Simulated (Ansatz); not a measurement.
Theory: Ansatz 0.2.0, DFT PBE, scalar-relativistic, plane waves, PAW. Settings: cutoff 420 eV, Γ-centred meshes spaced at most about 0.3 Å⁻¹, and about 0.25 Å⁻¹ or finer for metals (2π included), Gaussian smearing. No spin polarisation.

All energies are static (0 K, no zero-point motion).

Two forms of AlCu₆ were relaxed alike.

A.

```xyz
7
Lattice="5.1105 0.0000 0.0000 0.0000 5.1105 0.0000 0.0000 0.0000 3.5735" Properties=species:S:1:pos:R:3 pbc="T T T"
Al    2.5552    2.5552    0.0000
Cu    3.8633    3.8633    1.7868
Cu    1.2472    1.2472    1.7868
Cu    1.2472    3.8633    1.7868
Cu    3.8633    1.2472    1.7868
Cu    2.5552    0.0000    0.0000
Cu    0.0000    2.5552    0.0000
```

B.

```xyz
7
Lattice="0.0000 3.6105 3.6105 3.6105 0.0000 3.6105 3.6105 3.6105 0.0000" Properties=species:S:1:pos:R:3 pbc="T T T"
Al    3.6105    3.6105    3.6105
Cu    0.0000    1.8053    1.8053
Cu    3.6105    1.8053    1.8053
Cu    1.8053    0.0000    1.8053
Cu    1.8053    3.6105    1.8053
Cu    1.8053    1.8053    0.0000
Cu    1.8053    1.8053    3.6105
```

Problem. Which would you expect to be lower, and how large is the difference?

Solution. B is lower, by 22 meV/atom. A has space group P4/mmm (No. 123), 13.3 Å³/atom and no gap on its mesh; B has space group Fm-3m (No. 225), 13.4 Å³/atom and no gap. Counting all near atoms (those within 1.25 times the shortest distance at each site), A and B both have Al 12, Cu 10. Both come from invented guesses. The lowest form computed isn't among them: it has Al and Cu ordered on hcp sites, space group P6_3/m (No. 176), 12.3 Å³/atom and lies 117 meV/atom below the best shown.

For metals, differences of a few meV/atom aren't resolved. Cells relaxed within their symmetry can be saddle points. Some structure types and database cells were kept out of the candidates from the start, so a known form may be missing.
